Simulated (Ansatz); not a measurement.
An element in the fcc structure gives these cold pressures by all-electron LAPW under PBE (Ansatz 0.2.0, scalar-relativistic, no spin polarisation).

```tsv
V (Å³/atom)	P (GPa)
22.78	0.01
20.04	8.09
17.77	22.0
15.49	49.7
13.21	109.3
11.39	209.0
9.79	384.0
```

Question: Which element is it?

Answer: Cd. Its zero-pressure volume in this structure is near 22.8 Å³/atom; the volume and the steepness of P(V) together point to it, though neighbours can come close. Other candidates weren't computed, and some may come near.
